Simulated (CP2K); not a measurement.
Runs of CP2K 2026.2 on SiC. All rows change the cell; the cell of one of them follows. Symmetry: P6_3mc, No. 186, hexagonal system. Conventional cell: a = 3.076 Å, b = 3.076 Å, c = 9.869 Å, α = 90.00°, β = 90.00°, γ = 120.00°. Si (site symmetry 3m) has 4 C at 1.85 to 1.88 Å as nearest neighbours. Si (site symmetry 3m) has 4 C at 1.86 to 1.88 Å as nearest neighbours. C (site symmetry 3m) has 4 Si at 1.85 to 1.88 Å as nearest neighbours. C (site symmetry 3m) is surrounded by 4 Si at 1.86 to 1.88 Å. The cell is a database's computed one.

```tsv
cell	gap on the mesh (eV)	pressure (GPa)	largest force (eV/Å)
strain_c = -0.02	(a)	8.0	0.24
strain_c = 0.02	2.38	(b)	0.18
strain_c = 0	2.47	3.2	0.01
strain_c = 0.04	2.27	-4.5	0.25
strain_c = 0.06	2.17	-7.5	0.26
strain_c = -0.04	2.33	13.6	0.62
```

Alike in all rows: task single point; level PBE; potentials or basis POTENTIAL_UZH Si GTH-PBE-q4, C GTH-PBE-q4; DZVP-MOLOPT-PBE-GTH basis; no spin polarisation; k mesh 8 × 8 × 2; smearing fermi-dirac 0.05 eV.

Estimate the missing entries.

(a) 2.50; (b) -0.9.

Caveats: the basis of atomic orbitals isn't converged, which shifts pressures, moduli and gaps.

A k mesh can miss the band edges.
